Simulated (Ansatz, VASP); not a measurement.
One calculation of Sc, two programs

```
CELL_PARAMETERS angstrom
-1.70625 1.70625 2.66752
1.70625 -1.70625 2.66752
1.70625 1.70625 -2.66752
ATOMIC_POSITIONS crystal
Sc 0.00000 0.00000 0.00000
```

Alike in both runs: task single point; functional PBE; k mesh 18 × 18 × 18; occupations gaussian, width 0.1 eV; no spin polarisation.

|  | VASP | Ansatz |
| --- | --- | --- |
| version | VASP 6.6.1 | Ansatz 0.2.0 |
| potentials or method | VASP PAW PBE potentials, release 64 (Sc_sv) | scalar-relativistic, plane waves, PAW |
| plane-wave cutoff (eV) | 520 | 420 |
| valence electrons in the cell | 11 | 11 |

|  | VASP | Ansatz | Ansatz less VASP |
| --- | --- | --- | --- |
| gap on the k mesh at the Fermi level (eV) | none | none | - |
| pressure (GPa) | -8.1 | -8.1 | 0.00 |
| largest component of the traceless stress (GPa) | 1.86 | 1.86 | -0.002 |

A gap of «none» marks a metal or a gap that the smearing closes.
